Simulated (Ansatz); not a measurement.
# Graphite under LDA: convergence with the Gaussian smearing

A convergence test of the Gaussian smearing width. The geometry was relaxed under LDA beforehand and stays fixed; 7 values are run, from 0.01 to 1.0 eV. Wanted are the values from which on the energy stays within 10 and 1 meV/atom, and the pressure within 0.5 GPa, of the narrowest run. Within the series other settings stay. Spin polarisation is left out.

Method: DFT LDA, plane waves with PAW, scalar-relativistic, in Ansatz 0.2.0.

1 further run of the same task is left out (set aside as unsound or not needed).

## (1) The structure to begin with

The structure is hexagonal, space group P6_3/mmc (No. 194). The conventional cell has a = 2.445 Å, b = 2.445 Å, c = 6.610 Å, α = 90.00°, β = 90.00°, γ = 120.00°. C (site symmetry -6m2) has 3 C at 1.41 Å as nearest neighbours.

Coordinates:

```xyz
4
Lattice="2.4450 0.0000 0.0000 -1.2225 2.1174 0.0000 0.0000 0.0000 6.6105" Properties=species:S:1:pos:R:3 pbc="T T T"
C     1.2225    2.1174    1.6526
C     0.0000    0.0000    4.9578
C     0.0000    1.4116    1.6526
C     1.2225    0.7058    4.9578
```

## (2) Width 0.01 eV

The run at 0.01 eV.

The input, input.yaml:

```yaml
crystal:
  lattice:
    - [2.4449954633, 0.0, 0.0]
    - [-1.2224977317, 2.1174281834, 0.0]
    - [0.0, 0.0, 6.6104633561]
  atoms:
    - { symbol: C, position: [1.0, 1.0, 0.25] }
    - { symbol: C, position: [0.0, 0.0, 0.75] }
    - { symbol: C, position: [0.3333333333, 0.6666666667, 0.25] }
    - { symbol: C, position: [0.6666666667, 0.3333333333, 0.75] }
hamiltonian:
  xc: lda
  pseudopotentials:
    kind: paw
    azcp:
      C: "pseudopotentials/C.paw.azcp"
basis:
  ecutwfc: 420
  fft_grid_basis: typed
kpoints:
  mp_grid: { grid: [15, 15, 5], shift: [0, 0, 0] }
magnetization:
  spin_polarized: false
scf:
  occupations: { method: gaussian, width: 0.01 }
  lower_state_search: "off"
output:
  stress: true
```

Run with:

```
ansatz run input.yaml --threads 2 --pin off --max-ram 5120MiB --backend cpu --events-out ev --progress --plain --runs-dir out
```

Output, cut to the lines that bear on the results:

```text
Warning: <dir> the record states the generating functional pbe (its physics header spells it `PBE`), which answers neither for hamiltonian.xc's functional nor for the lda family's — results may be inconsistent (PPs are generated against a specific XC)
Warning: RAYON_NUM_THREADS=2 ignored (pool sized by the plan → 2); use --threads N
[...]
Pseudopotentials: kind: paw
Pseudopotential: C, paw, valence charge 4, recommended cutoff 420 eV (normal), <dir>
Functional definition: SPW92
[...]
Crystal: 4 atoms, lattice volume = 34.223 Å³
Basis set: ecut = 420 eV, 653 PW (Γ)
Bands: 12, of which v1, the nominal top of the filled ones, is band 8 counted from 1 (7 counted from 0)
Symmetry: 24 space group operations
Space group: P63/mmc (ITA 194), of the structure as read, at distance tolerance 3.2e-5 Å
k-points: 81 of 1125
[...]
SCF iter   1: F=—  HF=-971.931560 eV  |F-HF|=—  |Δ(HF+E_count)|=         —  Δρ=5.99e-3  dr2=4.44e-3  ethr=1.77e-3  ⟨swp⟩=5.6  Hψ=5488  notcnv=0
[...]
SCF iter   6: F=-971.930950 eV  HF=-971.930950 eV  |F-HF|=5.89e-11  |Δ(HF+E_count)|=  3.78e-10  Δρ=1.09e-6  dr2=1.27e-10  ethr=2.05e-11  ⟨swp⟩=1.9  Hψ=3212  notcnv=0
[...]
SCF converged after 6 iterations
Free energy (F): -971.930950 eV
[...]
E sigma→0 (E₀):  -971.930933 eV
Entropy (-TS):   -0.000034 eV (-0.008 meV/atom)
Fermi energy:    7.027251 eV
[...]
--- Stress (GPa, compression-positive) ---
       -0.035065      -0.000000       0.000000
       -0.000000      -0.035065       0.000000
        0.000000       0.000000       0.114978
  P = ⅓ Tr σ = 0.0149 GPa (0.149 kbar)
```

Run time: 1.1 s. Hardware: 2 threads of Arm Neoverse V1, shared host; peak memory 0.29 GiB.

## (3) Width 0.03 eV

The run at 0.03 eV.

Edit input.yaml of step 2 so:

```diff
@@ -24,3 +24,3 @@
 scf:
-  occupations: { method: gaussian, width: 0.01 }
+  occupations: { method: gaussian, width: 0.03 }
   lower_state_search: "off"
```

Run with:

```
ansatz run input.yaml --threads 2 --pin off --max-ram 5120MiB --backend cpu --events-out ev --progress --plain --runs-dir out
```

Output, cut to the lines that bear on the results:

```text
Warning: <dir> the record states the generating functional pbe (its physics header spells it `PBE`), which answers neither for hamiltonian.xc's functional nor for the lda family's — results may be inconsistent (PPs are generated against a specific XC)
Warning: RAYON_NUM_THREADS=2 ignored (pool sized by the plan → 2); use --threads N
[...]
Pseudopotentials: kind: paw
Pseudopotential: C, paw, valence charge 4, recommended cutoff 420 eV (normal), <dir>
Functional definition: SPW92
[...]
Crystal: 4 atoms, lattice volume = 34.223 Å³
Basis set: ecut = 420 eV, 653 PW (Γ)
Bands: 12, of which v1, the nominal top of the filled ones, is band 8 counted from 1 (7 counted from 0)
Symmetry: 24 space group operations
Space group: P63/mmc (ITA 194), of the structure as read, at distance tolerance 3.2e-5 Å
k-points: 81 of 1125
[...]
SCF iter   1: F=—  HF=-971.931671 eV  |F-HF|=—  |Δ(HF+E_count)|=         —  Δρ=5.99e-3  dr2=4.44e-3  ethr=1.77e-3  ⟨swp⟩=5.7  Hψ=5384  notcnv=0
[...]
SCF iter   6: F=-971.931069 eV  HF=-971.931069 eV  |F-HF|=3.08e-10  |Δ(HF+E_count)|=   5.24e-9  Δρ=1.57e-6  dr2=5.41e-10  ethr=1.16e-10  ⟨swp⟩=2.5  Hψ=3558  notcnv=0
[...]
SCF converged after 6 iterations
Free energy (F): -971.931069 eV
[...]
E sigma→0 (E₀):  -971.930950 eV
Entropy (-TS):   -0.000238 eV (-0.060 meV/atom)
Fermi energy:    7.029377 eV
[...]
--- Stress (GPa, compression-positive) ---
       -0.035524      -0.000000       0.000000
       -0.000000      -0.035524       0.000000
        0.000000       0.000000       0.119472
  P = ⅓ Tr σ = 0.0161 GPa (0.161 kbar)
```

Run time: 0.94 s. Hardware: 2 threads of Arm Neoverse V1, shared host; peak memory 0.29 GiB.

## (4) Width 0.1 eV

The run at 0.1 eV.

Edit input.yaml of step 3 so:

```diff
@@ -24,3 +24,3 @@
 scf:
-  occupations: { method: gaussian, width: 0.03 }
+  occupations: { method: gaussian, width: 0.1 }
   lower_state_search: "off"
```

Run with:

```
ansatz run input.yaml --threads 2 --pin off --max-ram 5120MiB --backend cpu --events-out ev --progress --plain --runs-dir out
```

Output, cut to the lines that bear on the results:

```text
Warning: <dir> the record states the generating functional pbe (its physics header spells it `PBE`), which answers neither for hamiltonian.xc's functional nor for the lda family's — results may be inconsistent (PPs are generated against a specific XC)
Warning: RAYON_NUM_THREADS=2 ignored (pool sized by the plan → 2); use --threads N
[...]
Pseudopotentials: kind: paw
Pseudopotential: C, paw, valence charge 4, recommended cutoff 420 eV (normal), <dir>
Functional definition: SPW92
[...]
Crystal: 4 atoms, lattice volume = 34.223 Å³
Basis set: ecut = 420 eV, 653 PW (Γ)
Bands: 12, of which v1, the nominal top of the filled ones, is band 8 counted from 1 (7 counted from 0)
Symmetry: 24 space group operations
Space group: P63/mmc (ITA 194), of the structure as read, at distance tolerance 3.2e-5 Å
k-points: 81 of 1125
[...]
SCF iter   1: F=—  HF=-971.932255 eV  |F-HF|=—  |Δ(HF+E_count)|=         —  Δρ=5.98e-3  dr2=4.43e-3  ethr=1.77e-3  ⟨swp⟩=5.1  Hψ=5150  notcnv=0
[...]
SCF iter   6: F=-971.931723 eV  HF=-971.931723 eV  |F-HF|=1.17e-9  |Δ(HF+E_count)|=   3.56e-9  Δρ=2.45e-6  dr2=1.63e-9  ethr=9.33e-11  ⟨swp⟩=2.2  Hψ=3546  notcnv=0
[...]
SCF converged after 6 iterations
Free energy (F): -971.931723 eV
[...]
E sigma→0 (E₀):  -971.931232 eV
Entropy (-TS):   -0.000983 eV (-0.246 meV/atom)
Fermi energy:    7.029501 eV
[...]
--- Stress (GPa, compression-positive) ---
       -0.036064      -0.000000       0.000000
       -0.000000      -0.036064       0.000000
        0.000000       0.000000       0.124117
  P = ⅓ Tr σ = 0.0173 GPa (0.173 kbar)
```

Run time: 0.94 s. Hardware: 2 threads of Arm Neoverse V1, shared host; peak memory 0.29 GiB.

## (5) Width 0.2 eV

The run at 0.2 eV.

Edit input.yaml of step 4 so:

```diff
@@ -24,3 +24,3 @@
 scf:
-  occupations: { method: gaussian, width: 0.1 }
+  occupations: { method: gaussian, width: 0.2 }
   lower_state_search: "off"
```

Run with:

```
ansatz run input.yaml --threads 2 --pin off --max-ram 5120MiB --backend cpu --events-out ev --progress --plain --runs-dir out
```

Output, cut to the lines that bear on the results:

```text
Warning: <dir> the record states the generating functional pbe (its physics header spells it `PBE`), which answers neither for hamiltonian.xc's functional nor for the lda family's — results may be inconsistent (PPs are generated against a specific XC)
Warning: RAYON_NUM_THREADS=2 ignored (pool sized by the plan → 2); use --threads N
[...]
Pseudopotentials: kind: paw
Pseudopotential: C, paw, valence charge 4, recommended cutoff 420 eV (normal), <dir>
Functional definition: SPW92
[...]
Crystal: 4 atoms, lattice volume = 34.223 Å³
Basis set: ecut = 420 eV, 653 PW (Γ)
Bands: 12, of which v1, the nominal top of the filled ones, is band 8 counted from 1 (7 counted from 0)
Symmetry: 24 space group operations
Space group: P63/mmc (ITA 194), of the structure as read, at distance tolerance 3.2e-5 Å
k-points: 81 of 1125
[...]
SCF iter   1: F=—  HF=-971.933269 eV  |F-HF|=—  |Δ(HF+E_count)|=         —  Δρ=5.97e-3  dr2=4.42e-3  ethr=1.77e-3  ⟨swp⟩=4.5  Hψ=5057  notcnv=0
[...]
SCF iter   6: F=-971.932759 eV  HF=-971.932759 eV  |F-HF|=6.11e-10  |Δ(HF+E_count)|=   2.96e-9  Δρ=1.97e-6  dr2=9.49e-10  ethr=9.67e-11  ⟨swp⟩=2.2  Hψ=3536  notcnv=0
[...]
SCF converged after 6 iterations
Free energy (F): -971.932759 eV
[...]
E sigma→0 (E₀):  -971.931654 eV
Entropy (-TS):   -0.002209 eV (-0.552 meV/atom)
Fermi energy:    7.029706 eV
[...]
--- Stress (GPa, compression-positive) ---
       -0.036869      -0.000000       0.000000
       -0.000000      -0.036869       0.000000
        0.000000       0.000000       0.129705
  P = ⅓ Tr σ = 0.0187 GPa (0.187 kbar)
```

Run time: 0.94 s. Hardware: 2 threads of Arm Neoverse V1, shared host; peak memory 0.29 GiB.

## (6) Width 0.3 eV

The run at 0.3 eV.

Edit input.yaml of step 5 so:

```diff
@@ -24,3 +24,3 @@
 scf:
-  occupations: { method: gaussian, width: 0.2 }
+  occupations: { method: gaussian, width: 0.3 }
   lower_state_search: "off"
```

Run with:

```
ansatz run input.yaml --threads 2 --pin off --max-ram 5120MiB --backend cpu --events-out ev --progress --plain --runs-dir out
```

Output, cut to the lines that bear on the results:

```text
Warning: <dir> the record states the generating functional pbe (its physics header spells it `PBE`), which answers neither for hamiltonian.xc's functional nor for the lda family's — results may be inconsistent (PPs are generated against a specific XC)
Warning: RAYON_NUM_THREADS=2 ignored (pool sized by the plan → 2); use --threads N
[...]
Pseudopotentials: kind: paw
Pseudopotential: C, paw, valence charge 4, recommended cutoff 420 eV (normal), <dir>
Functional definition: SPW92
[...]
Crystal: 4 atoms, lattice volume = 34.223 Å³
Basis set: ecut = 420 eV, 653 PW (Γ)
Bands: 12, of which v1, the nominal top of the filled ones, is band 8 counted from 1 (7 counted from 0)
Symmetry: 24 space group operations
Space group: P63/mmc (ITA 194), of the structure as read, at distance tolerance 3.2e-5 Å
k-points: 81 of 1125
[...]
SCF iter   1: F=—  HF=-971.934516 eV  |F-HF|=—  |Δ(HF+E_count)|=         —  Δρ=5.96e-3  dr2=4.41e-3  ethr=1.77e-3  ⟨swp⟩=5.0  Hψ=5030  notcnv=0
[...]
SCF iter   6: F=-971.933934 eV  HF=-971.933934 eV  |F-HF|=4.11e-10  |Δ(HF+E_count)|=   8.12e-9  Δρ=1.93e-6  dr2=8.23e-10  ethr=2.02e-10  ⟨swp⟩=2.6  Hψ=3606  notcnv=0
[...]
SCF converged after 6 iterations
Free energy (F): -971.933934 eV
[...]
E sigma→0 (E₀):  -971.932067 eV
Entropy (-TS):   -0.003734 eV (-0.933 meV/atom)
Fermi energy:    7.030723 eV
[...]
--- Stress (GPa, compression-positive) ---
       -0.037355      -0.000000       0.000000
       -0.000000      -0.037355       0.000000
        0.000000       0.000000       0.137802
  P = ⅓ Tr σ = 0.0210 GPa (0.210 kbar)
```

It took 1 s on 2 threads of Arm Neoverse V1, shared host; peak memory 0.29 GiB.

## (7) Width 0.6 eV

The run at 0.6 eV.

Edit input.yaml of step 6 so:

```diff
@@ -24,3 +24,3 @@
 scf:
-  occupations: { method: gaussian, width: 0.3 }
+  occupations: { method: gaussian, width: 0.6 }
   lower_state_search: "off"
```

Run with:

```
ansatz run input.yaml --threads 2 --pin off --max-ram 5120MiB --backend cpu --events-out ev --progress --plain --runs-dir out
```

Output, cut to the lines that bear on the results:

```text
Warning: <dir> the record states the generating functional pbe (its physics header spells it `PBE`), which answers neither for hamiltonian.xc's functional nor for the lda family's — results may be inconsistent (PPs are generated against a specific XC)
Warning: RAYON_NUM_THREADS=2 ignored (pool sized by the plan → 2); use --threads N
[...]
Pseudopotentials: kind: paw
Pseudopotential: C, paw, valence charge 4, recommended cutoff 420 eV (normal), <dir>
Functional definition: SPW92
[...]
Crystal: 4 atoms, lattice volume = 34.223 Å³
Basis set: ecut = 420 eV, 653 PW (Γ)
Bands: 12, of which v1, the nominal top of the filled ones, is band 8 counted from 1 (7 counted from 0)
Symmetry: 24 space group operations
Space group: P63/mmc (ITA 194), of the structure as read, at distance tolerance 3.2e-5 Å
k-points: 81 of 1125
[...]
SCF iter   1: F=—  HF=-971.939606 eV  |F-HF|=—  |Δ(HF+E_count)|=         —  Δρ=5.94e-3  dr2=4.39e-3  ethr=1.77e-3  ⟨swp⟩=5.1  Hψ=4960  notcnv=0
[...]
SCF iter   6: F=-971.939123 eV  HF=-971.939123 eV  |F-HF|=3.42e-10  |Δ(HF+E_count)|=   2.74e-9  Δρ=1.68e-6  dr2=5.87e-10  ethr=1.04e-10  ⟨swp⟩=2.1  Hψ=3500  notcnv=0
[...]
SCF converged after 6 iterations
Free energy (F): -971.939123 eV
[...]
E sigma→0 (E₀):  -971.931488 eV
Entropy (-TS):   -0.015269 eV (-3.817 meV/atom)
Fermi energy:    7.058664 eV
[...]
--- Stress (GPa, compression-positive) ---
       -0.001494      -0.000000       0.000000
       -0.000000      -0.001494       0.000000
        0.000000       0.000000       0.138296
  P = ⅓ Tr σ = 0.0451 GPa (0.451 kbar)
```

Run time: 1 s. Hardware: 2 threads of Arm Neoverse V1, shared host; peak memory 0.29 GiB.

## (8) Width 1.0 eV

The run at 1.0 eV.

Edit input.yaml of step 7 so:

```diff
@@ -24,3 +24,3 @@
 scf:
-  occupations: { method: gaussian, width: 0.6 }
+  occupations: { method: gaussian, width: 1.0 }
   lower_state_search: "off"
```

Run with:

```
ansatz run input.yaml --threads 2 --pin off --max-ram 5120MiB --backend cpu --events-out ev --progress --plain --runs-dir out
```

Output, cut to the lines that bear on the results:

```text
Warning: <dir> the record states the generating functional pbe (its physics header spells it `PBE`), which answers neither for hamiltonian.xc's functional nor for the lda family's — results may be inconsistent (PPs are generated against a specific XC)
Warning: RAYON_NUM_THREADS=2 ignored (pool sized by the plan → 2); use --threads N
band count auto-derived: 13 (N_el = 16.0; filled up to band 8; 12 by the electrons, moments and atoms)
[...]
Pseudopotentials: kind: paw
Pseudopotential: C, paw, valence charge 4, recommended cutoff 420 eV (normal), <dir>
Functional definition: SPW92
[...]
Crystal: 4 atoms, lattice volume = 34.223 Å³
Basis set: ecut = 420 eV, 653 PW (Γ)
Bands: 13, of which v1, the nominal top of the filled ones, is band 8 counted from 1 (7 counted from 0)
Symmetry: 24 space group operations
Space group: P63/mmc (ITA 194), of the structure as read, at distance tolerance 3.2e-5 Å
k-points: 81 of 1125
[...]
SCF iter   1: F=—  HF=-971.958719 eV  |F-HF|=—  |Δ(HF+E_count)|=         —  Δρ=5.93e-3  dr2=4.35e-3  ethr=1.77e-3  ⟨swp⟩=5.0  Hψ=5135  notcnv=0
[...]
SCF iter   6: F=-971.958344 eV  HF=-971.958344 eV  |F-HF|=2.37e-10  |Δ(HF+E_count)|=   8.80e-9  Δρ=1.59e-6  dr2=4.58e-10  ethr=9.82e-11  ⟨swp⟩=2.1  Hψ=3539  notcnv=0
[...]
SCF converged after 6 iterations
Free energy (F): -971.958344 eV
[...]
E sigma→0 (E₀):  -971.919549 eV
Entropy (-TS):   -0.077589 eV (-19.397 meV/atom)
Fermi energy:    7.029542 eV
[...]
--- Stress (GPa, compression-positive) ---
        0.239862      -0.000000       0.000000
       -0.000000       0.239862       0.000000
        0.000000       0.000000       0.089033
  P = ⅓ Tr σ = 0.1896 GPa (1.896 kbar)
```

Run time: 1 s. Hardware: 2 threads of Arm Neoverse V1, shared host; peak memory 0.29 GiB.

## (9) All values side by side

Energies count from the run at 0.01 eV.

| smearing (eV) | F (meV/atom) | E(σ → 0) (meV/atom) | P (GPa) | SCF cycles | CPU time |
| --- | --- | --- | --- | --- | --- |
| 0.01 | 0.00 | 0.00 | 0.01 | 6 | 1.9 s |
| 0.03 | -0.03 | 0.00 | 0.02 | 6 | 1.7 s |
| 0.1 | -0.19 | -0.07 | 0.02 | 6 | 1.7 s |
| 0.2 | -0.45 | -0.18 | 0.02 | 6 | 1.7 s |
| 0.3 | -0.75 | -0.28 | 0.02 | 6 | 1.8 s |
| 0.6 | -2.04 | -0.14 | 0.05 | 6 | 1.9 s |
| 1.0 | -6.85 | 2.85 | 0.19 | 6 | 1.9 s |

## (10) Outcome

| quantity | value |
| --- | --- |
| E(σ → 0) stays within 10 meV/atom of 0.01 eV | up to 1.0 eV |
| E(σ → 0) stays within 1 meV/atom | up to 0.6 eV |
| pressure stays within 0.5 GPa | up to 1.0 eV |
| pressure at 0.01 eV | 0.01 GPa |

In words: At 1.0 eV the energy differs by +2.8 meV/atom and the pressure by +0.2 GPa. Over the range F shifts by -6.8 meV/atom, while E(σ → 0) shifts by +2.8. In theory F falls as the square of the width under this scheme, but here the ratio is not steady: the mesh at narrow widths, or a density of states that varies over the wide ones, can both cause that. The mesh (15×15×5) is fixed, so the narrowest widths carry a k-point error of their own. The cell taken over is 3 % smaller than the measured one (8.82 Å³/atom, COD).
